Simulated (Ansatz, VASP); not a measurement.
Re: VASP beside Ansatz

```
CELL_PARAMETERS angstrom
0.00000 1.94028 1.94028
1.94028 0.00000 1.94028
1.94028 1.94028 0.00000
ATOMIC_POSITIONS crystal
Re 0.00000 0.00000 0.00000
```

This isn't the form of Re at room conditions, which is hcp.

Alike in both runs: functional PBEsol; k mesh 18 × 18 × 18; occupations gaussian, width 0.1 eV; no spin polarisation.

Ansatz relaxed the structure, and its values are those at the end. VASP's run is a single point on that final structure, the one shown.

```csv
,VASP,Ansatz
version,VASP 6.6.1,Ansatz 0.2.0
potentials or method,"VASP PAW PBE potentials, release 64 (Re)","scalar-relativistic, plane waves, PAW"
plane-wave cutoff (eV),520,420
valence electrons in the cell,7,15
```

Ansatz gave:

- gap on the k mesh at the Fermi level (eV): none
- pressure (GPa): 0.0

Problem. Which values does VASP return?

Solution. gap on the k mesh at the Fermi level (eV): none; pressure (GPa): -0.1.

A gap of «none» marks a metal or a gap that the smearing closes. The two sets of potentials don't hold the same shells in valence.

Caveats: the PAW data sets were made with another functional, which shifts forces and pressure a little (VASP). The runs have no spin-orbit coupling, so splittings on Re are missing.
